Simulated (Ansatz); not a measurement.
**FeSi2: properties at the relaxed cell**

An exercise on one series of results from a longer session: the logs are not shown, and one member is left open.

Program: Ansatz 0.2.0. Level of theory: DFT PBEsol, scalar-relativistic, plane waves, PAW. These are calculated values, not measurements.

1 further run of the same task is left out (set aside as unsound or not needed). Runs told in other sessions of the task aren't counted.

## Starting point

Symmetry: P4/mmm, No. 123, tetragonal system. The conventional cell has a = 2.676 Å, b = 2.676 Å, c = 5.106 Å, α = 90.00°, β = 90.00°, γ = 90.00°. Around Fe (site symmetry 4/mmm) lie 8 Si at 2.35 Å and 4 Fe at 2.68 Å. Si (site symmetry 4mm) is surrounded by 6 Si at 2.33 to 2.78 Å and 4 Fe at 2.35 Å.

Coordinates:

```cif
data_structure
_symmetry_space_group_name_H-M 'P4/mmm'
_symmetry_Int_Tables_number 123
_cell_length_a 2.6763
_cell_length_b 2.6763
_cell_length_c 5.1064
_cell_angle_alpha 90.000
_cell_angle_beta 90.000
_cell_angle_gamma 90.000
_cell_volume 36.57
loop_
_atom_site_label
_atom_site_type_symbol
_atom_site_symmetry_multiplicity
_atom_site_Wyckoff_symbol
_atom_site_fract_x
_atom_site_fract_y
_atom_site_fract_z
_atom_site_occupancy
Fe1 Fe 1 a 0.00000 0.00000 0.00000 1
Si1 Si 2 h 0.50000 0.50000 0.27193 1
```

This cell was relaxed beforehand with the same method: volume 12.19 Å³/atom, gap on the mesh none (metal).

Set-up of the first run:

input.yaml

```yaml
crystal:
  lattice:
    - [2.6492465804, 0.0, 0.0]
    - [0.0, 2.6492465804, 0.0]
    - [0.0, 0.0, 5.0547793668]
  atoms:
    - { symbol: Fe, position: [0.0, 0.0, 0.0] }
    - { symbol: Si, position: [0.5, 0.5, 0.271932196] }
    - { symbol: Si, position: [0.5, 0.5, 0.728067804] }
basis:
  ecutwfc: 420
kpoints:
  mp_grid: { grid: [16, 16, 8] }
hamiltonian:
  xc: pbesol
scf:
  occupations: { method: gaussian, width: 0.1 }
output:
  forces: true
  stress: true
  eigenvalues: true
relax:
  adjacent_minimum: "off"
  f_tol: 0.01
  max_steps: 30
  cell: { stress_tol: 0.1, fix: [volume] }
```

Started as:

```console
ansatz run input.yaml --threads 1 --pin off --max-ram 2560MiB --backend cpu --events-out ev --progress --plain --runs-dir out
```

Among the steps run: Point at V/V0 = 0.97; Volume × 1.03; Point at V/V0 = 0.94; Volume × 1.06; Point at V/V0 = 0.91; Volume × 1.10; Point at V/V0 = 0.88.

One of the session's tables, all rows but one given; the rest of the session is left out.

It belongs to the step «Fit of the equation of state». 

| volume (Å³/atom) | energy above the lowest point (meV/atom) | pressure (GPa) |
| --- | --- | --- |
| 10.728 | 134.5 | 33.06 |
| 11.094 | ? | ? |
| 11.460 | 29.8 | 13.85 |
| 11.826 | 7.0 | 6.35 |
| 12.191 | 0.0 | -0.02 |
| 12.557 | 6.4 | -5.42 |
| 12.923 | 24.2 | -9.97 |
| 13.411 | 62.4 | -14.81 |

Estimate the missing values for volume (Å³/atom) = 11.094.

Worked estimate for «energy above the lowest point (meV/atom)». A straight line through the neighbours (10.728, 134.5) and (11.460, 29.8) gives 134.5 + (29.8 − 134.5) × (11.094 − 10.728) / (11.460 − 10.728) = 82.2; a parabola fitted to 3 rows on both sides gives 72.3.

**Answer.** energy above the lowest point (meV/atom): 71.2; pressure (GPa): 22.68. In «energy above the lowest point (meV/atom)» the line misses by +11.0 and the parabola by +1.1.

Limits of these values: The final runs have no spin polarisation, so a magnetic state may lie lower.
